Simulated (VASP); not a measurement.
# GaN (Fm-3m) in VASP: notebook, part 3 of 3

VASP 6.6.1. Earlier steps stand in the parts before.

### 4 G0W0 quasiparticle levels, PBE

File POSCAR:

```
GaN
1.0
    0.0000000000      2.1352350000      2.1352350000
    2.1352350000      0.0000000000      2.1352350000
    2.1352350000      2.1352350000      0.0000000000
Ga N
1 1
Direct
    0.0000000000      0.0000000000      0.0000000000
    0.5000000000      0.5000000000      0.5000000000
```

File INCAR.step1:

```
SYSTEM = GaN
PREC     = Accurate       ! precision mode
ENCUT    = 450            ! plane-wave cutoff, eV
EDIFF    = 1E-8           ! SCF threshold, eV
ISMEAR   = 0              ! smearing method
SIGMA    = 0.01           ! smearing width, eV
LREAL    = .False.        ! projectors in reciprocal space
LASPH    = .True.         ! aspherical terms in the spheres
NELM     = 60             ! most SCF steps
ALGO     = Normal         ! electronic algorithm
LWAVE    = .True.         ! write WAVECAR
LCHARG   = .False.        ! write CHGCAR
GGA      = PE             ! functional
```

File INCAR.step2:

```
SYSTEM = GaN
PREC     = Accurate       ! precision mode
ENCUT    = 450            ! plane-wave cutoff, eV
EDIFF    = 1E-8           ! SCF threshold, eV
ISMEAR   = 0              ! smearing method
SIGMA    = 0.01           ! smearing width, eV
LREAL    = .False.        ! projectors in reciprocal space
LASPH    = .True.         ! aspherical terms in the spheres
NELM     = 1              ! most SCF steps
ALGO     = Exact          ! electronic algorithm
LWAVE    = .True.         ! write WAVECAR
LCHARG   = .False.        ! write CHGCAR
GGA      = PE             ! functional
NBANDS   = 55             ! bands
LOPTICS  = .True.         ! frequency-dependent dielectric function
ISTART   = 1
```

File INCAR.step3:

```
SYSTEM = GaN
PREC     = Accurate       ! precision mode
ENCUT    = 450            ! plane-wave cutoff, eV
EDIFF    = 1E-8           ! SCF threshold, eV
ISMEAR   = 0              ! smearing method
SIGMA    = 0.01           ! smearing width, eV
LREAL    = .False.        ! projectors in reciprocal space
LASPH    = .True.         ! aspherical terms in the spheres
ALGO     = EVGW0          ! electronic algorithm
LWAVE    = .False.        ! write WAVECAR
LCHARG   = .False.        ! write CHGCAR
GGA      = PE             ! functional
NELMGW   = 1            
NBANDS   = 55             ! bands
ENCUTGW  = 150            ! cutoff of the response function
NOMEGA   = 48             ! frequency points
PRECFOCK = Fast         
ISTART   = 1            
NBANDSGW = 17
```

File KPOINTS:

```
regular mesh
0
Gamma
  3 3 3
  0 0 0
```

Potentials or basis: VASP PAW PBE potentials, release 64 (Ga_d_GW, N_GW).

Started as:

```bash
> cat potpaw_PBE.64/Ga_d_GW/POTCAR potpaw_PBE.64/N_GW/POTCAR > POTCAR
> cp INCAR.step1 INCAR
> mpirun -np 1 vasp_std > vasp.out
> cp INCAR.step2 INCAR
> mpirun -np 1 vasp_std > vasp.out
> cp INCAR.step3 INCAR
> mpirun -np 1 vasp_std > vasp.out
```

OUTCAR:

```text
SYSTEM = GaN
   PREC = Accurate
   ENCUT = 450
   EDIFF = 1E-8
   ISMEAR = 0
   LREAL = .False.
   LASPH = .True.
   GGA = PE
   NELMGW = 1
   ENCUTGW = 150
   PRECFOCK = Fast
   ISTART = 1

 Found      4 irreducible k-points:

 Following reciprocal coordinates:
            Coordinates               Weight
  0.000000  0.000000  0.000000      1.000000
  0.333333  0.000000  0.000000      8.000000
  0.333333  0.333333  0.000000      6.000000
 -0.333333  0.333333  0.000000     12.000000
   k-points           NKPTS =      4   k-points in BZ     NKDIM =     27   number of bands    NBANDS=     55
   number of dos      NEDOS =    301   number of ions     NIONS =      2
   total plane-waves  NPLWV =  13824
   dimension x,y,z NGX =    24 NGY =   24 NGZ =   24
   dimension x,y,z NGXF=    48 NGYF=   48 NGZF=   48
   ions per type =               1   1
   NGX,Y,Z   is equivalent  to a cutoff of  13.21, 13.21, 13.21 a.u.
   NGXF,Y,Z  is equivalent  to a cutoff of  26.43, 26.43, 26.43 a.u.
 SYSTEM =  GaN
   PREC   = accura    normal or accurate (medium, high low for compatibility)
   ISTART =      1    job   : 0-new  1-cont  2-samecut
   ICHARG =      0    charge: 1-file 2-atom 10-const
   ISPIN  =      1    spin polarized calculation?
   LNONCOLLINEAR =      F non collinear calculations
   LSORBIT =      F    spin-orbit coupling
   LASPH  =      T    aspherical Exc in radial PAW
   ENCUT  =  450.0 eV  33.07 Ry    5.75 a.u.   5.22  5.22  5.22*2*pi/ulx,y,z
   NELM   =     60;   NELMIN=  2; NELMDL=  0     # of ELM steps
   EDIFF  = 0.1E-07   stopping-criterion for ELM
   LREAL  =      F    real-space projection
   EDIFFG = 0.1E-06   stopping-criterion for IOM
   NSW    =      0    number of steps for IOM
   IBRION =     -1    ionic relax: 0-MD 1-quasi-New 2-CG
   NFREE  =      0    steps in history (QN), initial steepest desc. (CG)
   ISIF   =      0    stress and relaxation
   ISYM   =      3    0-nonsym 1-usesym 2-fastsym
   POTIM  = 0.5000    time-step for ionic-motion
   TEBEG  =    0.0;   TEEND  =   0.0 temperature during run
   PSTRESS=    0.0 pullay stress
   NELECT =      18.0000    total number of electrons
   NUPDOWN=      -1.0000    fix difference up-down
   EMIN   =  10.00;   EMAX   =-10.00  energy-range for DOS
   EFERMI =   0.00;   METHOD = LEGACY
   ISMEAR =     0;   SIGMA  =   0.01  broadening in eV -4-tet -1-fermi 0-gaus
   EFERMI_NEDOS =   21; number of points for ismear=-14 and -15
   IALGO  =     38    algorithm
   IMIX   =      4    mixing-type and parameters
     AMIX     =   0.40;   BMIX     =  1.00
     AMIX_MAG =   1.60;   BMIX_MAG =  1.00
  volume/ion in A,a.u.               =       9.74        65.70
  Fermi-wavevector in a.u.,A,eV,Ry     =   1.594814  3.013761 34.605481  2.543431
  Thomas-Fermi vector in A             =   2.692830
   LORBIT       =      0    0 simple, 1 ext, 2 COOP (PROOUT), +10 PAW based schemes
   GGA     = PE    functional components
   LHFCALC =     T    Hartree Fock is set to
   PRECFOCK=fast      Normal, Fast or Accurate (Low or Medium for compatibility)
   ENCUT4O =  -1.0   cutoff for four orbital integrals eV
   NKREDX  =     1    reduce k-point grid by
   NKREDY  =     1    reduce k-point grid by
   NKREDZ  =     1    reduce k-point grid by
   AEXX    =    1.0000 exact exchange contribution
   HFSCREEN=    0.0000 screening length (either q_TF or 0.3 A-1)
   HFSCREENC=   0.0000 screening length for correlation (either q_TF or 0.3 A-1)
   ENCUTFOCK=  -1.0 apply spherical cutoff to Coloumb kernel
   IVDW    =     0    specifies the selected vdW correction
   LEPSILON=     F    determine dielectric tensor
   LRPA    =     F    only Hartree local field effects (RPA)
   LRPAFORCE           =     F    calculate RPA forces
   ENCUTGW             = 150.0    cutoff for response function in eV
   ENCUTGWSOFT         = 120.0    soft cutoff for Coulomb kernel in GW response function in eV
   ENCUTLF             =  -1.0    cutoff for local field effects
   NELMGW              =     1    number of iterations in solving QP/BSE equation
   NELMHF              =     1    number of iterations in the inner HF iteration
   NKREDLFX            =     1    NKREDLFY  =   1   NKREDLFZ  =   1
 non-spin polarized calculation
 Gauss-broadening in eV      SIGMA  =   0.01
  energy-cutoff  :      450.00
  volume of cell :       19.47
 maximum number of plane-waves:       432
 NGX is ok and might be reduce to    24
  NGX = 12; NGY = 12; NGZ = 12
   NGX = 11   NGY = 11   NGZ = 11
 maximum number of plane-waves:        84

 QP shifts <psi_nk| G(iteration)W_0 |psi_nk>: iteration 1
 for sc-GW calculations column KS-energies equals QP-energies in previous step
 and V_xc(KS)=  KS-energies - (<T + V_ion + V_H > + <T+V_H+V_ion>^1  + <V_x>^1)

 k-point   1 :       0.0000    0.0000    0.0000
  band No.  KS-energies  QP-energies   sigma(KS)   V_xc(KS)     V^pw_x(r,r')   Z            occupation Imag(sigma)

      1      -9.5375     -10.4214     -15.5948     -14.4207     -24.1393       0.7528       2.0000       1.5189
      2      -6.8856      -9.5614     -25.3324     -21.6617     -35.0060       0.7289       2.0000       0.2476
      3      -6.8856      -9.5614     -25.3324     -21.6617     -35.0060       0.7289       2.0000       0.2476
      4      -6.8856      -9.5614     -25.3324     -21.6617     -35.0060       0.7289       2.0000       0.2476
      5      -6.7936      -9.5286     -25.5989     -21.8539     -35.4739       0.7303       2.0000       0.2866
      6      -6.7936      -9.5286     -25.5989     -21.8539     -35.4739       0.7303       2.0000       0.2866
[... 9 lines left out ...]
     16      22.6723      23.4326     -11.5977     -12.5947      -4.4060       0.7625       0.0000      -0.6161
     17      23.3076      23.4074      -8.8579      -8.9870      -2.3546       0.7737       0.0000      -0.3809

 k-point   2 :       0.3333    0.0000    0.0000
  band No.  KS-energies  QP-energies   sigma(KS)   V_xc(KS)     V^pw_x(r,r')   Z            occupation Imag(sigma)

      1      -7.6676      -8.5376     -16.8071     -15.5741     -25.1862       0.7055       2.0000       1.1223
      2      -6.9641      -9.6146     -25.2646     -21.6025     -35.0834       0.7237       2.0000       0.2961
      3      -6.9641      -9.6146     -25.2646     -21.6025     -35.0834       0.7237       2.0000       0.2961
      4      -6.9019      -9.3726     -24.4674     -21.0538     -33.9942       0.7238       2.0000       0.3323
      5      -6.7247      -9.4343     -25.5869     -21.8788     -35.3416       0.7307       2.0000       0.2532
      6      -6.7247      -9.4343     -25.5869     -21.8788     -35.3416       0.7307       2.0000       0.2532
[... 9 lines left out ...]
     16      26.4436      26.9908     -11.6390     -12.3249      -5.1568       0.7977       0.0000      -0.5974
     17      32.8236      33.4536     -10.7923     -11.5740      -3.2433       0.8059       0.0000      -1.2755

 k-point   3 :       0.3333    0.3333    0.0000
  band No.  KS-energies  QP-energies   sigma(KS)   V_xc(KS)     V^pw_x(r,r')   Z            occupation Imag(sigma)

      1      -8.2414      -9.8818     -20.6060     -18.2900     -29.9335       0.7083       2.0000       0.8145
      2      -7.0062      -9.6445     -25.1062     -21.4682     -34.7429       0.7252       2.0000       0.2525
      3      -6.7184      -9.4636     -25.6874     -21.9390     -35.5847       0.7324       2.0000       0.2878
      4      -6.7057      -9.4098     -25.5569     -21.8684     -35.2663       0.7331       2.0000       0.2458
      5      -6.7057      -9.4098     -25.5569     -21.8684     -35.2663       0.7331       2.0000       0.2458
      6      -5.6748      -7.3561     -20.9407     -18.6039     -29.5239       0.7195       2.0000       0.6391
[... 9 lines left out ...]
     16      33.7031      34.5601     -11.2998     -12.3382      -4.0704       0.8253       0.0000      -1.2785
     17      33.7031      34.5601     -11.2998     -12.3382      -4.0704       0.8253       0.0000      -1.2785

 k-point   4 :      -0.3333    0.3333    0.0000
  band No.  KS-energies  QP-energies   sigma(KS)   V_xc(KS)     V^pw_x(r,r')   Z            occupation Imag(sigma)

      1      -7.8768      -9.8444     -22.3495     -19.5696     -31.9333       0.7078       2.0000       0.6142
      2      -6.9394      -9.5644     -25.0413     -21.4323     -34.6613       0.7274       2.0000       0.2664
      3      -6.8688      -9.5522     -25.4183     -21.7285     -35.3046       0.7272       2.0000       0.3040
      4      -6.8067      -9.4744     -25.3161     -21.6603     -34.9837       0.7297       2.0000       0.2561
      5      -6.6877      -9.4000     -25.5948     -21.9038     -35.3089       0.7349       2.0000       0.2417
      6      -4.5079      -5.9448     -20.8596     -18.9228     -29.2230       0.7419       2.0000       0.7101
[... 9 lines left out ...]
     16      30.1108      30.8234     -11.1404     -12.0552      -3.8149       0.7790       0.0000      -1.0659
     17      34.9389      35.9367     -12.1082     -13.3243      -4.4134       0.8205       0.0000      -1.5149
```

Wall time 7.7 s (1 thread of Intel Xeon 6975P-C (Granite Rapids), shared host); peak memory 0.14 GiB.

These settings aren't checked as converged: the numbers below hold their error.

Results:

```yaml
Band_gap_on_the_k_mesh_mean-field_level: 2.07 eV, indirect (least direct gap 2.26 eV)
Quasiparticle_gap: 2.99 eV
Least_direct_quasiparticle_gap: 3.16 eV
```

Caveat: the k mesh is coarse (spacing up to 0.85 Å⁻¹), so the values aren't converged; the cutoff is under 1.25 times the usual one of these potentials, so pressure, stress and relaxed cells hold a basis-set (Pulay) error; bands, screening cutoff and mesh are small and nothing is extrapolated, so the quasiparticle values aren't converged; an odd mesh through Γ misses points on the zone boundary, where band edges often lie.

### 5 G0W0 quasiparticle levels, PBE

POSCAR is that of step 4.

INCAR.step1 is that of step 4.

INCAR.step2 is that of step 4.

Edit INCAR.step3 of step 4 so:

```diff
@@ -15,3 +15,3 @@
 ENCUTGW  = 150            ! cutoff of the response function
-NOMEGA   = 48             ! frequency points
+NOMEGA   = 100            ! frequency points
 PRECFOCK = Fast
```

KPOINTS is that of step 4.

Potentials or basis: VASP PAW PBE potentials, release 64 (Ga_d_GW, N_GW).

Started as:

```bash
> cat potpaw_PBE.64/Ga_d_GW/POTCAR potpaw_PBE.64/N_GW/POTCAR > POTCAR
> cp INCAR.step1 INCAR
> mpirun -np 1 vasp_std > vasp.out
> cp INCAR.step2 INCAR
> mpirun -np 1 vasp_std > vasp.out
> cp INCAR.step3 INCAR
> mpirun -np 1 vasp_std > vasp.out
```

OUTCAR:

```text
SYSTEM = GaN
   PREC = Accurate
   ENCUT = 450
   EDIFF = 1E-8
   ISMEAR = 0
   LREAL = .False.
   LASPH = .True.
   GGA = PE
   NELMGW = 1
   ENCUTGW = 150
   PRECFOCK = Fast
   ISTART = 1

 Found      4 irreducible k-points:

 Following reciprocal coordinates:
            Coordinates               Weight
  0.000000  0.000000  0.000000      1.000000
  0.333333  0.000000  0.000000      8.000000
  0.333333  0.333333  0.000000      6.000000
 -0.333333  0.333333  0.000000     12.000000
   k-points           NKPTS =      4   k-points in BZ     NKDIM =     27   number of bands    NBANDS=     55
   number of dos      NEDOS =    301   number of ions     NIONS =      2
   total plane-waves  NPLWV =  13824
   dimension x,y,z NGX =    24 NGY =   24 NGZ =   24
   dimension x,y,z NGXF=    48 NGYF=   48 NGZF=   48
   ions per type =               1   1
   NGX,Y,Z   is equivalent  to a cutoff of  13.21, 13.21, 13.21 a.u.
   NGXF,Y,Z  is equivalent  to a cutoff of  26.43, 26.43, 26.43 a.u.
 SYSTEM =  GaN
   PREC   = accura    normal or accurate (medium, high low for compatibility)
   ISTART =      1    job   : 0-new  1-cont  2-samecut
   ICHARG =      0    charge: 1-file 2-atom 10-const
[... 32 lines left out ...]
   LHFCALC =     T    Hartree Fock is set to
   PRECFOCK=fast      Normal, Fast or Accurate (Low or Medium for compatibility)
   ENCUT4O =  -1.0   cutoff for four orbital integrals eV
   NKREDX  =     1    reduce k-point grid by
   NKREDY  =     1    reduce k-point grid by
   NKREDZ  =     1    reduce k-point grid by
   AEXX    =    1.0000 exact exchange contribution
   HFSCREEN=    0.0000 screening length (either q_TF or 0.3 A-1)
   HFSCREENC=   0.0000 screening length for correlation (either q_TF or 0.3 A-1)
   ENCUTFOCK=  -1.0 apply spherical cutoff to Coloumb kernel
   IVDW    =     0    specifies the selected vdW correction
   LEPSILON=     F    determine dielectric tensor
   LRPA    =     F    only Hartree local field effects (RPA)
   LRPAFORCE           =     F    calculate RPA forces
   ENCUTGW             = 150.0    cutoff for response function in eV
   ENCUTGWSOFT         = 120.0    soft cutoff for Coulomb kernel in GW response function in eV
   ENCUTLF             =  -1.0    cutoff for local field effects
   NELMGW              =     1    number of iterations in solving QP/BSE equation
   NELMHF              =     1    number of iterations in the inner HF iteration
   NKREDLFX            =     1    NKREDLFY  =   1   NKREDLFZ  =   1
 non-spin polarized calculation
 Gauss-broadening in eV      SIGMA  =   0.01
  energy-cutoff  :      450.00
  volume of cell :       19.47
 maximum number of plane-waves:       432
 NGX is ok and might be reduce to    24
  NGX = 12; NGY = 12; NGZ = 12
   NGX = 11   NGY = 11   NGZ = 11
 maximum number of plane-waves:        84

 QP shifts <psi_nk| G(iteration)W_0 |psi_nk>: iteration 1
 for sc-GW calculations column KS-energies equals QP-energies in previous step
 and V_xc(KS)=  KS-energies - (<T + V_ion + V_H > + <T+V_H+V_ion>^1  + <V_x>^1)

 k-point   1 :       0.0000    0.0000    0.0000
  band No.  KS-energies  QP-energies   sigma(KS)   V_xc(KS)     V^pw_x(r,r')   Z            occupation Imag(sigma)

      1      -9.5375     -10.4499     -15.5079     -14.4207     -24.1393       0.8391       2.0000       1.4912
      2      -6.8856      -9.5466     -25.3304     -21.6617     -35.0060       0.7253       2.0000       0.1356
      3      -6.8856      -9.5466     -25.3304     -21.6617     -35.0060       0.7253       2.0000       0.1356
      4      -6.8856      -9.5466     -25.3304     -21.6617     -35.0060       0.7253       2.0000       0.1356
      5      -6.7936      -9.5188     -25.6089     -21.8539     -35.4739       0.7258       2.0000       0.1769
      6      -6.7936      -9.5188     -25.6089     -21.8539     -35.4739       0.7258       2.0000       0.1769
[... 59 lines left out ...]
      3      -6.8688      -9.5269     -25.4216     -21.7285     -35.3046       0.7197       2.0000       0.1865
      4      -6.8067      -9.4598     -25.3127     -21.6603     -34.9837       0.7264       2.0000       0.1456
      5      -6.6877      -9.3829     -25.5939     -21.9038     -35.3089       0.7304       2.0000       0.1335
      6      -4.5079      -5.9143     -20.8501     -18.9228     -29.2230       0.7297       2.0000       0.5913
[... 9 lines left out ...]
     16      30.1108      30.7560     -11.2002     -12.0552      -3.8149       0.7546       0.0000      -0.9341
     17      34.9389      35.9341     -12.2154     -13.3243      -4.4134       0.8976       0.0000      -1.4877
```

OUTCAR.step1:

```text
SYSTEM = GaN
   PREC = Accurate
   ENCUT = 450
   EDIFF = 1E-8
   ISMEAR = 0
   LREAL = .False.
   LASPH = .True.
[... 171 lines left out ...]
      0.00000      0.00000      0.00000         0.000000      0.000000     -0.000000
      2.13524      2.13524      2.13524         0.000000      0.000000      0.000000
 -----------------------------------------------------------------------------------
    total drift:                                0.000000     -0.000000     -0.000000

  FREE ENERGIE OF THE ION-ELECTRON SYSTEM (eV)
  ---------------------------------------------------
  free  energy   TOTEN  =       -10.6773696968 eV

  energy  without entropy=      -10.6773696968  energy(sigma->0) =      -10.67736970
```

It took 7.9 s on 1 thread of Intel Xeon 6975P-C (Granite Rapids), shared host; peak memory 0.16 GiB.

The run converged, but some of its settings lie outside the range that counts as converged, so its numbers aren't taken as properties of the crystal.

What came out:

* Band gap on the k mesh, mean-field level: 2.07 eV, indirect (least direct gap 2.26 eV)
* Quasiparticle gap: 2.98 eV
* Least direct quasiparticle gap: 3.14 eV

Caveat: the k mesh is coarse (spacing up to 0.85 Å⁻¹), so the values aren't converged; the cutoff is under 1.25 times the usual one of these potentials, so pressure, stress and relaxed cells hold a basis-set (Pulay) error; bands, screening cutoff and mesh are small and nothing is extrapolated, so the quasiparticle values aren't converged; an odd mesh through Γ misses points on the zone boundary, where band edges often lie.

### 6 For comparison

An earlier run on the cell as given: functional PBE; potentials or basis VASP PAW PBE potentials, release 64 (Ga_d, N); cutoff 520 eV; k mesh 11 × 11 × 11; occupations fermi-dirac, width 0.05 eV; no spin polarisation.

* Pressure: 0.4 GPa
* Band gap on the k mesh: 0.54 eV, indirect (least direct gap 2.37 eV)
